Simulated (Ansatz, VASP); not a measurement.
## AlSi71HO144 (Al-H pair in alpha-quartz): VASP beside Ansatz

Aim: how closely do two programs agree when they are given the same cell, functional and k mesh? The structure shown is the start of the Ansatz relaxation below; VASP solves that cell, so the two are compared at the walk's first step.

Main program and level: Ansatz 0.2.0; plane waves, with VASP 6.6.1 beside it; PBE.

## Step 1: Starting point

The cell holds 217 atoms: 71 Si, 144 O, 1 Al and 1 H. Its edges and angles: a = 14.904 Å, b = 14.904 Å, c = 15.055 Å, α = 70.3°, β = 70.3°, γ = 71.4°. It derives from SiO2 (SiO2 (P3_221)). Nearest the centre at fractional (0.426, 0.491, 0.485): O85 at 0.32 Å, Al216 at 1.30 Å, H217 at 1.33 Å, Si26 at 1.91 Å, O125 at 2.40 Å, O198 at 2.41 Å, O166 at 2.41 Å, O131 at 2.79 Å.

## Step 2: Ansatz: relaxation, PBE

Ansatz runs on its default PAW (the set named soft_2) files.

The two programs are compared at the cell with which this relaxation starts, whose forces are those of its first step.

File input.yaml:

```yaml
relax:
  f_tol: 0.01
  max_steps: 80
  random_displacement: { amplitude: 0.02, seed: 878 }
crystal:
  lattice:
    - [-5.01833842, 8.69201712, 11.01794798]
    - [10.03667685, 0.0, 11.01794798]
    - [7.52750764, 13.03802568, 0.0]
  atoms:
    - { symbol: Si, position: [0.047574397, 0.285758936, 0.301617069] }
    - { symbol: Si, position: [0.297574397, 0.035758936, 0.134950402] }
    - { symbol: Si, position: [0.202425603, 0.464241064, 0.023839291] }
    - { symbol: Si, position: [0.452425603, 0.214241064, 0.190505958] }
    - { symbol: Si, position: [0.0, 0.0, 0.17454364] }
    - { symbol: Si, position: [0.25, 0.25, 0.007876974] }
    - { symbol: O, position: [0.158999253, 0.238142685, 0.312707171] }
    - { symbol: O, position: [0.408999253, 0.488142685, 0.146040504] }
    - { symbol: O, position: [0.218839356, 0.011635915, 0.240202717] }
    - { symbol: O, position: [0.468839356, 0.261635915, 0.07353605] }
    - { symbol: O, position: [0.217874297, 0.345934307, 0.049948174] }
    - { symbol: O, position: [0.467874297, 0.095934307, 0.216614841] }
    - { symbol: O, position: [0.091000747, 0.011857315, 0.077468463] }
    - { symbol: O, position: [0.341000747, 0.261857315, 0.24413513] }
    - { symbol: O, position: [0.031160644, 0.238364085, 0.227186231] }
    - { symbol: O, position: [0.281160644, 0.488364085, 0.060519564] }
    - { symbol: O, position: [0.032125703, 0.404065693, 0.259153911] }
    - { symbol: O, position: [0.282125703, 0.154065693, 0.092487244] }
    - { symbol: Si, position: [0.047574397, 0.285758936, 0.634950402] }
    - { symbol: Si, position: [0.297574397, 0.035758936, 0.468283735] }
    - { symbol: Si, position: [0.202425603, 0.464241064, 0.357172624] }
    - { symbol: Si, position: [0.452425603, 0.214241064, 0.523839291] }
    - { symbol: Si, position: [0.0, 0.0, 0.507876974] }
    - { symbol: Si, position: [0.25, 0.25, 0.341210307] }
    - { symbol: O, position: [0.158999253, 0.238142685, 0.646040504] }
    - { symbol: O, position: [0.408999253, 0.488142685, 0.479373838] }
    - { symbol: O, position: [0.218839356, 0.011635915, 0.57353605] }
    - { symbol: O, position: [0.468839356, 0.261635915, 0.406869383] }
    - { symbol: O, position: [0.217874297, 0.345934307, 0.383281508] }
    - { symbol: O, position: [0.467874297, 0.095934307, 0.549948174] }
    - { symbol: O, position: [0.091000747, 0.011857315, 0.410801796] }
    - { symbol: O, position: [0.341000747, 0.261857315, 0.577468463] }
    - { symbol: O, position: [0.031160644, 0.238364085, 0.560519564] }
    - { symbol: O, position: [0.281160644, 0.488364085, 0.393852898] }
    - { symbol: O, position: [0.032125703, 0.404065693, 0.592487244] }
    - { symbol: O, position: [0.282125703, 0.154065693, 0.425820578] }
    - { symbol: Si, position: [0.047574397, 0.285758936, 0.968283735] }
    - { symbol: Si, position: [0.297574397, 0.035758936, 0.801617069] }
    - { symbol: Si, position: [0.202425603, 0.464241064, 0.690505958] }
    - { symbol: Si, position: [0.452425603, 0.214241064, 0.857172624] }
    - { symbol: Si, position: [0.0, 0.0, 0.841210307] }
    - { symbol: Si, position: [0.25, 0.25, 0.67454364] }
    - { symbol: O, position: [0.158999253, 0.238142685, 0.979373838] }
    - { symbol: O, position: [0.408999253, 0.488142685, 0.812707171] }
    - { symbol: O, position: [0.218839356, 0.011635915, 0.906869383] }
    - { symbol: O, position: [0.468839356, 0.261635915, 0.740202717] }
    - { symbol: O, position: [0.217874297, 0.345934307, 0.716614841] }
    - { symbol: O, position: [0.467874297, 0.095934307, 0.883281508] }
    - { symbol: O, position: [0.091000747, 0.011857315, 0.74413513] }
    - { symbol: O, position: [0.341000747, 0.261857315, 0.910801796] }
    - { symbol: O, position: [0.031160644, 0.238364085, 0.893852898] }
    - { symbol: O, position: [0.281160644, 0.488364085, 0.727186231] }
    - { symbol: O, position: [0.032125703, 0.404065693, 0.925820578] }
    - { symbol: O, position: [0.282125703, 0.154065693, 0.759153911] }
    - { symbol: Si, position: [0.047574397, 0.785758936, 0.301617069] }
    - { symbol: Si, position: [0.297574397, 0.535758936, 0.134950402] }
    - { symbol: Si, position: [0.202425603, 0.964241064, 0.023839291] }
    - { symbol: Si, position: [0.452425603, 0.714241064, 0.190505958] }
    - { symbol: Si, position: [0.0, 0.5, 0.17454364] }
    - { symbol: Si, position: [0.25, 0.75, 0.007876974] }
    - { symbol: O, position: [0.158999253, 0.738142685, 0.312707171] }
    - { symbol: O, position: [0.408999253, 0.988142685, 0.146040504] }
    - { symbol: O, position: [0.218839356, 0.511635915, 0.240202717] }
    - { symbol: O, position: [0.468839356, 0.761635915, 0.07353605] }
    - { symbol: O, position: [0.217874297, 0.845934307, 0.049948174] }
    - { symbol: O, position: [0.467874297, 0.595934307, 0.216614841] }
    - { symbol: O, position: [0.091000747, 0.511857315, 0.077468463] }
    - { symbol: O, position: [0.341000747, 0.761857315, 0.24413513] }
[... 11 lines left out ...]
    - { symbol: O, position: [0.158999253, 0.738142685, 0.646040504] }
    - { symbol: O, position: [0.408999253, 0.988142685, 0.479373838] }
    - { symbol: O, position: [0.218839356, 0.511635915, 0.57353605] }
    - { symbol: O, position: [0.468839356, 0.761635915, 0.406869383] }
    - { symbol: O, position: [0.217874297, 0.845934307, 0.383281508] }
    - { symbol: O, position: [0.467874297, 0.595934307, 0.549948174] }
    - { symbol: O, position: [0.091000747, 0.511857315, 0.410801796] }
    - { symbol: O, position: [0.341000747, 0.761857315, 0.577468463] }
    - { symbol: O, position: [0.031160644, 0.738364085, 0.560519564] }
    - { symbol: O, position: [0.281160644, 0.988364085, 0.393852898] }
    - { symbol: O, position: [0.032125703, 0.904065693, 0.592487244] }
    - { symbol: O, position: [0.282125703, 0.654065693, 0.425820578] }
    - { symbol: Si, position: [0.047574397, 0.785758936, 0.968283735] }
    - { symbol: Si, position: [0.297574397, 0.535758936, 0.801617069] }
    - { symbol: Si, position: [0.202425603, 0.964241064, 0.690505958] }
    - { symbol: Si, position: [0.452425603, 0.714241064, 0.857172624] }
    - { symbol: Si, position: [0.0, 0.5, 0.841210307] }
    - { symbol: Si, position: [0.25, 0.75, 0.67454364] }
    - { symbol: O, position: [0.158999253, 0.738142685, 0.979373838] }
    - { symbol: O, position: [0.408999253, 0.988142685, 0.812707171] }
    - { symbol: O, position: [0.218839356, 0.511635915, 0.906869383] }
    - { symbol: O, position: [0.468839356, 0.761635915, 0.740202717] }
    - { symbol: O, position: [0.217874297, 0.845934307, 0.716614841] }
    - { symbol: O, position: [0.467874297, 0.595934307, 0.883281508] }
    - { symbol: O, position: [0.091000747, 0.511857315, 0.74413513] }
    - { symbol: O, position: [0.341000747, 0.761857315, 0.910801796] }
    - { symbol: O, position: [0.031160644, 0.738364085, 0.893852898] }
    - { symbol: O, position: [0.281160644, 0.988364085, 0.727186231] }
    - { symbol: O, position: [0.032125703, 0.904065693, 0.925820578] }
    - { symbol: O, position: [0.282125703, 0.654065693, 0.759153911] }
    - { symbol: Si, position: [0.547574397, 0.285758936, 0.301617069] }
    - { symbol: Si, position: [0.797574397, 0.035758936, 0.134950402] }
    - { symbol: Si, position: [0.702425603, 0.464241064, 0.023839291] }
    - { symbol: Si, position: [0.952425603, 0.214241064, 0.190505958] }
    - { symbol: Si, position: [0.5, 0.0, 0.17454364] }
    - { symbol: Si, position: [0.75, 0.25, 0.007876974] }
    - { symbol: O, position: [0.658999253, 0.238142685, 0.312707171] }
    - { symbol: O, position: [0.908999253, 0.488142685, 0.146040504] }
    - { symbol: O, position: [0.718839356, 0.011635915, 0.240202717] }
    - { symbol: O, position: [0.968839356, 0.261635915, 0.07353605] }
    - { symbol: O, position: [0.717874297, 0.345934307, 0.049948174] }
    - { symbol: O, position: [0.967874297, 0.095934307, 0.216614841] }
    - { symbol: O, position: [0.591000747, 0.011857315, 0.077468463] }
    - { symbol: O, position: [0.841000747, 0.261857315, 0.24413513] }
    - { symbol: O, position: [0.531160644, 0.238364085, 0.227186231] }
    - { symbol: O, position: [0.781160644, 0.488364085, 0.060519564] }
    - { symbol: O, position: [0.532125703, 0.404065693, 0.259153911] }
    - { symbol: O, position: [0.782125703, 0.154065693, 0.092487244] }
    - { symbol: Si, position: [0.547574397, 0.285758936, 0.634950402] }
    - { symbol: Si, position: [0.797574397, 0.035758936, 0.468283735] }
    - { symbol: Si, position: [0.702425603, 0.464241064, 0.357172624] }
    - { symbol: Si, position: [0.952425603, 0.214241064, 0.523839291] }
    - { symbol: Si, position: [0.5, 0.0, 0.507876974] }
    - { symbol: Si, position: [0.75, 0.25, 0.341210307] }
    - { symbol: O, position: [0.658999253, 0.238142685, 0.646040504] }
    - { symbol: O, position: [0.908999253, 0.488142685, 0.479373838] }
    - { symbol: O, position: [0.718839356, 0.011635915, 0.57353605] }
    - { symbol: O, position: [0.968839356, 0.261635915, 0.406869383] }
    - { symbol: O, position: [0.717874297, 0.345934307, 0.383281508] }
    - { symbol: O, position: [0.967874297, 0.095934307, 0.549948174] }
    - { symbol: O, position: [0.591000747, 0.011857315, 0.410801796] }
    - { symbol: O, position: [0.841000747, 0.261857315, 0.577468463] }
    - { symbol: O, position: [0.531160644, 0.238364085, 0.560519564] }
    - { symbol: O, position: [0.781160644, 0.488364085, 0.393852898] }
    - { symbol: O, position: [0.532125703, 0.404065693, 0.592487244] }
    - { symbol: O, position: [0.782125703, 0.154065693, 0.425820578] }
    - { symbol: Si, position: [0.547574397, 0.285758936, 0.968283735] }
    - { symbol: Si, position: [0.797574397, 0.035758936, 0.801617069] }
    - { symbol: Si, position: [0.702425603, 0.464241064, 0.690505958] }
    - { symbol: Si, position: [0.952425603, 0.214241064, 0.857172624] }
    - { symbol: Si, position: [0.5, 0.0, 0.841210307] }
    - { symbol: Si, position: [0.75, 0.25, 0.67454364] }
    - { symbol: O, position: [0.658999253, 0.238142685, 0.979373838] }
    - { symbol: O, position: [0.908999253, 0.488142685, 0.812707171] }
    - { symbol: O, position: [0.718839356, 0.011635915, 0.906869383] }
    - { symbol: O, position: [0.968839356, 0.261635915, 0.740202717] }
    - { symbol: O, position: [0.717874297, 0.345934307, 0.716614841] }
    - { symbol: O, position: [0.967874297, 0.095934307, 0.883281508] }
    - { symbol: O, position: [0.591000747, 0.011857315, 0.74413513] }
    - { symbol: O, position: [0.841000747, 0.261857315, 0.910801796] }
    - { symbol: O, position: [0.531160644, 0.238364085, 0.893852898] }
    - { symbol: O, position: [0.781160644, 0.488364085, 0.727186231] }
    - { symbol: O, position: [0.532125703, 0.404065693, 0.925820578] }
    - { symbol: O, position: [0.782125703, 0.154065693, 0.759153911] }
    - { symbol: Si, position: [0.547574397, 0.785758936, 0.301617069] }
    - { symbol: Si, position: [0.797574397, 0.535758936, 0.134950402] }
    - { symbol: Si, position: [0.702425603, 0.964241064, 0.023839291] }
    - { symbol: Si, position: [0.952425603, 0.714241064, 0.190505958] }
    - { symbol: Si, position: [0.5, 0.5, 0.17454364] }
    - { symbol: Si, position: [0.75, 0.75, 0.007876974] }
    - { symbol: O, position: [0.658999253, 0.738142685, 0.312707171] }
    - { symbol: O, position: [0.908999253, 0.988142685, 0.146040504] }
    - { symbol: O, position: [0.718839356, 0.511635915, 0.240202717] }
    - { symbol: O, position: [0.968839356, 0.761635915, 0.07353605] }
    - { symbol: O, position: [0.717874297, 0.845934307, 0.049948174] }
    - { symbol: O, position: [0.967874297, 0.595934307, 0.216614841] }
    - { symbol: O, position: [0.591000747, 0.511857315, 0.077468463] }
    - { symbol: O, position: [0.841000747, 0.761857315, 0.24413513] }
    - { symbol: O, position: [0.531160644, 0.738364085, 0.227186231] }
    - { symbol: O, position: [0.781160644, 0.988364085, 0.060519564] }
    - { symbol: O, position: [0.532125703, 0.904065693, 0.259153911] }
    - { symbol: O, position: [0.782125703, 0.654065693, 0.092487244] }
    - { symbol: Si, position: [0.547574397, 0.785758936, 0.634950402] }
    - { symbol: Si, position: [0.797574397, 0.535758936, 0.468283735] }
    - { symbol: Si, position: [0.702425603, 0.964241064, 0.357172624] }
    - { symbol: Si, position: [0.952425603, 0.714241064, 0.523839291] }
    - { symbol: Al, position: [0.5, 0.5, 0.507876974] }
    - { symbol: Si, position: [0.75, 0.75, 0.341210307] }
    - { symbol: O, position: [0.658999253, 0.738142685, 0.646040504] }
    - { symbol: O, position: [0.908999253, 0.988142685, 0.479373838] }
    - { symbol: O, position: [0.718839356, 0.511635915, 0.57353605] }
    - { symbol: O, position: [0.968839356, 0.761635915, 0.406869383] }
    - { symbol: O, position: [0.717874297, 0.845934307, 0.383281508] }
    - { symbol: O, position: [0.967874297, 0.595934307, 0.549948174] }
    - { symbol: O, position: [0.591000747, 0.511857315, 0.410801796] }
    - { symbol: O, position: [0.841000747, 0.761857315, 0.577468463] }
    - { symbol: O, position: [0.531160644, 0.738364085, 0.560519564] }
    - { symbol: O, position: [0.781160644, 0.988364085, 0.393852898] }
    - { symbol: O, position: [0.532125703, 0.904065693, 0.592487244] }
    - { symbol: O, position: [0.782125703, 0.654065693, 0.425820578] }
    - { symbol: Si, position: [0.547574397, 0.785758936, 0.968283735] }
    - { symbol: Si, position: [0.797574397, 0.535758936, 0.801617069] }
    - { symbol: Si, position: [0.702425603, 0.964241064, 0.690505958] }
    - { symbol: Si, position: [0.952425603, 0.714241064, 0.857172624] }
    - { symbol: Si, position: [0.5, 0.5, 0.841210307] }
    - { symbol: Si, position: [0.75, 0.75, 0.67454364] }
    - { symbol: O, position: [0.658999253, 0.738142685, 0.979373838] }
    - { symbol: O, position: [0.908999253, 0.988142685, 0.812707171] }
    - { symbol: O, position: [0.718839356, 0.511635915, 0.906869383] }
    - { symbol: O, position: [0.968839356, 0.761635915, 0.740202717] }
    - { symbol: O, position: [0.717874297, 0.845934307, 0.716614841] }
    - { symbol: O, position: [0.967874297, 0.595934307, 0.883281508] }
    - { symbol: O, position: [0.591000747, 0.511857315, 0.74413513] }
    - { symbol: O, position: [0.841000747, 0.761857315, 0.910801796] }
    - { symbol: O, position: [0.531160644, 0.738364085, 0.893852898] }
    - { symbol: O, position: [0.781160644, 0.988364085, 0.727186231] }
    - { symbol: O, position: [0.532125703, 0.904065693, 0.925820578] }
    - { symbol: O, position: [0.782125703, 0.654065693, 0.759153911] }
    - { symbol: H, position: [0.353693253, 0.477636685, 0.462492838] }
basis:
  ecutwfc: 420
  xc_grid: 2
hamiltonian:
  xc: pbe
kpoints:
  mp_grid: { grid: [1, 1, 1] }
scf:
  occupations: { method: fermi_dirac, width: 0.01 }
  max_iter: 120
output:
  forces: true
checkpoint:
  write: "../relax.run"
  compress: false
  write_wavefunctions: true
  write_every: 100000
```

Run with:

```sh
$ ansatz run input.yaml --threads 4 --pin off --max-ram 14131MiB --backend cpu --events-out ev --progress --plain --runs-dir out
```

Numbers of over 12 decimals in the logs are rounded to 6 here.

What it wrote:

```text
Engine: ansatz 0.2.0, aarch64-unknown-linux-gnu
Pseudopotentials: kind: paw
Pseudopotential: Si, paw, valence charge 4, recommended cutoff 420 eV (normal), Si.paw.azcp
Pseudopotential: O, paw, valence charge 6, recommended cutoff 420 eV (normal), O.paw.azcp
Pseudopotential: Al, paw, valence charge 3, recommended cutoff 420 eV (normal), Al.paw.azcp
Pseudopotential: H, paw, valence charge 1, recommended cutoff 420 eV (normal), H.paw.azcp
Functional definition: PBE
  parameter kappa = 0.804
  parameter beta = 0.066725
  exchange = pbe_x(kappa = kappa, mu = beta*pi^2/3)
  correlation = pbe_c(beta = beta)
Crystal: 217 atoms, lattice volume = 2883.583 Å³
Basis set: ecut = 420 eV, 56325 PW (Γ), exchange–correlation on 200×200×216 points (8 copies of the dense FFT grid, shifted against one another)
Bands: 793, of which v1, the nominal top of the filled ones, is band 576 counted from 1 (575 counted from 0)
Symmetry: 1 space group operations
k-points: 1
Non-local potential: Si, projectors of the file, l = 0: 2, l = 1: 2, l = 2: 2
Non-local potential: O, projectors of the file, l = 0: 2, l = 1: 2, l = 2: 1
Non-local potential: Al, projectors of the file, l = 0: 2, l = 1: 2, l = 2: 1
Non-local potential: H, projectors of the file, l = 0: 2, l = 1: 1
PAW form: soft (Blöchl's): semilocal exchange-correlation on the pseudo side does not see the compensation charge
PAW one-centre angular grid: Si, 110 points (default); XC on 64 Gauss nodes
PAW one-centre angular grid: O, 110 points (default); XC on 64 Gauss nodes
PAW one-centre angular grid: Al, 110 points (default); XC on 64 Gauss nodes
PAW one-centre angular grid: H, 110 points (default); XC on 64 Gauss nodes
Initial density: superposition of atomic densities (neutral atoms: chi_scale 0, normalization atom), corrected by the library's trained network
Initial wavefunctions: pseudopotential atomic-orbital guess
Functional: x = pbe(κ = 0.804, μ = 0.219515), c = pbe(β = 0.066725)
SCF iter   1: F=—  HF=-127638.477178 eV  |F-HF|=—  |Δ(HF+E_count)|=         —  Δρ=4.68e-3  dr2=8.47e-1  ethr=1.77e-3  ⟨swp⟩=6.0  Hψ=3561  notcnv=0  defer=116
preconditioner: auto → Resta (q_TF=auto, 2.341 Å⁻¹)  ε∞=3.0  [insulator: Δε(μ)=4.475 eV  Ē_g=16.610 eV  σ=0.010 eV  W_gap=1.00  n_scr=624 (ndim 8)  ℏωp=23.5 eV  f_vac=0.148  D(μ)=0.00/eV (n_scr^D=0)  ε∞_Penn≈3.0]
SCF iter   2: F=—  HF=-127638.288874 eV  |F-HF|=—  |Δ(HF+E_count)|=   1.88e-1  Δρ=2.10e-3  dr2=1.58e-1  ethr=7.35e-5  ⟨swp⟩=4.0  Hψ=1503  notcnv=0  defer=209
SCF iter   3: F=—  HF=-127638.244809 eV  |F-HF|=—  |Δ(HF+E_count)|=   4.41e-2  Δρ=8.22e-4  dr2=2.99e-2  ethr=1.37e-5  ⟨swp⟩=4.0  Hψ=1504  notcnv=0  defer=209
SCF iter   4: F=—  HF=-127638.236411 eV  |F-HF|=—  |Δ(HF+E_count)|=   8.40e-3  Δρ=3.23e-4  dr2=3.65e-3  ethr=2.59e-6  ⟨swp⟩=4.0  Hψ=1176  notcnv=0  defer=209
SCF iter   5: F=—  HF=-127638.235676 eV  |F-HF|=—  |Δ(HF+E_count)|=   7.34e-4  Δρ=1.63e-4  dr2=6.02e-4  ethr=3.17e-7  ⟨swp⟩=3.0  Hψ=1168  notcnv=0  defer=209
SCF iter   6: F=—  HF=-127638.240663 eV  |F-HF|=—  |Δ(HF+E_count)|=   4.99e-3  Δρ=4.99e-5  dr2=5.74e-5  ethr=5.23e-8  ⟨swp⟩=3.0  Hψ=1490  notcnv=0  defer=209
SCF iter   7: F=—  HF=-127638.240677 eV  |F-HF|=—  |Δ(HF+E_count)|=   1.35e-5  Δρ=1.33e-5  dr2=4.85e-6  ethr=4.99e-9  ⟨swp⟩=3.0  Hψ=1162  notcnv=0  defer=209
SCF iter   8: F=-127638.240679 eV  HF=-127638.240680 eV  |F-HF|=2.65e-7  |Δ(HF+E_count)|=   3.12e-6  Δρ=7.03e-6  dr2=1.11e-6  ethr=2.17e-10  ⟨swp⟩=4.0  Hψ=2293  notcnv=0
SCF 1 converged in 8 iterations: F = -127638.240679 eV  dr2 = 1.11e-6
[...]
relax step   1: F+E_penalty+E_count = -127638.24067948 eV  Δ(F+E_penalty+E_count) = +0.000e0 eV  max|allowed force component| = 3.222e1 eV/Å  Δτ_max = 0.0000 Å  (8 SCF iters, dr2 threshold 2.50e-6 eV, accepted)
[...]
- { symbol: Si, position: [0.703344, 0.462941, 0.024697] }
    - { symbol: Si, position: [0.951834, 0.214903, 0.189483] }
    - { symbol: Si, position: [0.500867, 0.00119731, 0.174536] }
    - { symbol: Si, position: [0.750241, 0.249715, 0.00801496] }
    - { symbol: O, position: [0.657545, 0.243030, 0.311837] }
    - { symbol: O, position: [0.914306, 0.487347, 0.140613] }
    - { symbol: O, position: [0.718898, 0.012205, 0.240774] }
    - { symbol: O, position: [0.968603, 0.263209, 0.072593] }
    - { symbol: O, position: [0.718756, 0.344677, 0.051534] }
    - { symbol: O, position: [0.967812, 0.096584, 0.215214] }
    - { symbol: O, position: [0.590961, 0.011534, 0.076499] }
    - { symbol: O, position: [0.840194, 0.261572, 0.242845] }
    - { symbol: O, position: [0.528604, 0.244319, 0.227273] }
    - { symbol: O, position: [0.784001, 0.489220, 0.056583] }
    - { symbol: O, position: [0.522380, 0.408025, 0.270109] }
    - { symbol: O, position: [0.783036, 0.153104, 0.091604] }
    - { symbol: Si, position: [0.548649, 0.280648, 0.638686] }
    - { symbol: Si, position: [0.795978, 0.036496, 0.469097] }
    - { symbol: Si, position: [0.706307, 0.465512, 0.355158] }
    - { symbol: Si, position: [0.952023, 0.215348, 0.523975] }
    - { symbol: Si, position: [0.499357, -0.00119706, 0.508135] }
    - { symbol: Si, position: [0.750087, 0.251605, 0.340925] }
    - { symbol: O, position: [0.660622, 0.231763, 0.649831] }
    - { symbol: O, position: [0.906944, 0.487541, 0.484645] }
[...]
- { symbol: Si, position: [0.547503, 0.285434, 0.968365] }
    - { symbol: Si, position: [0.798785, 0.035298, 0.801535] }
    - { symbol: Si, position: [0.701181, 0.463742, 0.689630] }
    - { symbol: Si, position: [0.951551, 0.214576, 0.857140] }
[...]
- { symbol: Al, position: [0.505731, 0.502143, 0.512361] }
[...]
- { symbol: Si, position: [0.794943, 0.535666, 0.802232] }
    - { symbol: Si, position: [0.701788, 0.964799, 0.691210] }
    - { symbol: Si, position: [0.952702, 0.714547, 0.856301] }
    - { symbol: Si, position: [0.499576, 0.499649, 0.840384] }
    - { symbol: Si, position: [0.748836, 0.749817, 0.675512] }
[...]
- { symbol: O, position: [0.840697, 0.761179, 0.909426] }
    - { symbol: O, position: [0.531288, 0.735002, 0.896357] }
    - { symbol: O, position: [0.781346, 0.988711, 0.727021] }
    - { symbol: O, position: [0.534224, 0.900603, 0.926546] }
    - { symbol: O, position: [0.778660, 0.654197, 0.761549] }
    - { symbol: H, position: [0.447954, 0.463791, 0.399706] }
```

[end of part 1 of 2]

[Lines on the potential files, build, host, timing and source positions are cut from VASP's logs without a mark.]

[Logs are printed without paths, hosts, clocks, repeated set-up lines and the standing remarks that a program may print on its own settings, such as how far it seeks lower states.]

[Hosts, paths, dates, database ids (printed as entryN), source tags and the programs' standing remarks are cut or masked in the printed files.]
